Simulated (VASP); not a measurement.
CdS: relaxation of cell and atoms with PBE

The system is CdS.

```
Cd S
1.0
     0.00000    2.96842    2.96842
     2.96842    0.00000    2.96842
     2.96842    2.96842    0.00000
Cd S
1 1
Direct
  0.00000 0.00000 0.00000
  0.75000 0.75000 0.75000
```

| Property | Result |
| --- | --- |
| Program | VASP 6.6.1 |
| Task | relaxation of cell and atoms |
| Functional | PBE |
| Potentials or basis | VASP PAW PBE potentials, release 64 (Cd, S) |
| Cutoff | 520 eV |
| k mesh | 8 × 8 × 8 |
| Occupations | gaussian, width 0.1 eV |
| Spin | no spin polarisation |
| Further INCAR settings | ALGO = Normal; EDIFF = 1e-07; IBRION = 2; POTIM = 0.3; EDIFFG = -0.005; NSW = 60; ISIF = 3 |

```
Pressure after relaxing : 0.0 GPa
Band gap on the k mesh  : 1.03 eV, direct
```

Final structure:
```xyz
2
Lattice="0.0000 2.9684 2.9684 2.9684 0.0000 2.9684 2.9684 2.9684 0.0000" Properties=species:S:1:pos:R:3 pbc="T T T"
Cd    0.0000    0.0000    0.0000
S     4.4526    4.4526    4.4526
```

Levels at points of the mesh, in eV from the valence-band top:
| k point | band 6 | band 7 | band 8 | band 9 | band 10 | band 11 | band 12 | band 13 |
| --- | --- | --- | --- | --- | --- | --- | --- | --- |
| (0.00, 0.00, 0.00) | -7.14 | 0.00 | 0.00 | 0.00 | 1.03 | 6.55 | 6.55 | 6.55 |
| (0.50, 0.00, 0.00) | -6.81 | -4.09 | -0.68 | -0.68 | 2.93 | 7.00 | 7.00 | 7.31 |
| (0.50, 0.50, 0.00) | -6.75 | -3.73 | -1.70 | -1.70 | 3.64 | 4.27 | 9.02 | 10.46 |

Run time: 11 s on 1 thread of Intel(R) Xeon(R) Platinum 8488C (Sapphire Rapids), with other jobs on the host, peak memory 0.18 GiB.

Caveat: the relaxation stopped at its first step, so nothing moved. Expect the measured gap to be larger: semilocal functionals such as PBE lack the derivative discontinuity.
